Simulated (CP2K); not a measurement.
## Se under changes of volume

One of the cells (27.100 Å³/atom); the others are scaled copies at fixed shape and fractional positions:

```xyz
3
Lattice="4.3552 0.0000 0.0000 -2.1776 3.7717 0.0000 0.0000 0.0000 4.9494" Properties=species:S:1:pos:R:3 pbc="T T T"
Se    1.7050    2.9532    2.4747
Se   -0.4725    0.8185    4.1245
Se    0.9451    0.0000    0.8249
```

| Item | Value |
| --- | --- |
| Program | CP2K 2026.2 |
| Functional | PBE |
| Potentials or basis | POTENTIAL_UZH Se GTH-PBE-q6; TZVP-MOLOPT-PBE-GTH basis |
| Density cutoff | 6123 eV |
| k mesh | 7 × 7 × 6 |
| Occupations | fermi-dirac, width 0.05 eV |
| Spin | no spin polarisation |

| volume (Å³/atom) | energy over the lowest point (meV/atom) | pressure (GPa) | gap on the mesh (eV) | largest force (eV/Å) |
| --- | --- | --- | --- | --- |
| 25.474 | 137.38 | 11.7 | 1.20 | 2.282 |
| 26.016 | 101.10 | 9.8 | 1.18 | 1.970 |
| 26.558 | ? | ? | ? | ? |
| 27.100 | 46.15 | 6.6 | 1.14 | 1.408 |
| 27.642 | 26.39 | 5.2 | 1.12 | 1.155 |
| 28.184 | 11.15 | 3.9 | 1.10 | 0.918 |
| 28.726 | 0.00 | 2.7 | 1.09 | 0.696 |

Q: What does the run at 26.558 Å³/atom give?

A: Energy over the lowest point 70.88 meV/atom; pressure 8.1 GPa; gap on the mesh 1.16 eV; largest force 1.680 eV/Å.

Worked out: A Birch-Murnaghan fit of order 3 (a polynomial in V^(-2/3)) to the other rows has no minimum within the range. It gives 70.88 meV/atom at 26.558 Å³/atom, against the run's 70.88, and -dE/dV = 8.1 GPa, against 8.1. A straight line through the other rows of the gap, of slope -0.946 eV per unit of ln V, gives 1.16 eV, against the run's 1.16.

Energies are extrapolated to zero smearing.

Caveats: an odd mesh through Γ misses points on the zone boundary, where band edges often lie; the basis of atomic orbitals isn't converged, which shifts pressures, moduli and gaps; forces of over 1 eV/Å show positions far from the minimum, so gaps and moduli don't describe the material at rest (some runs). Spin-orbit coupling on Se is left out.
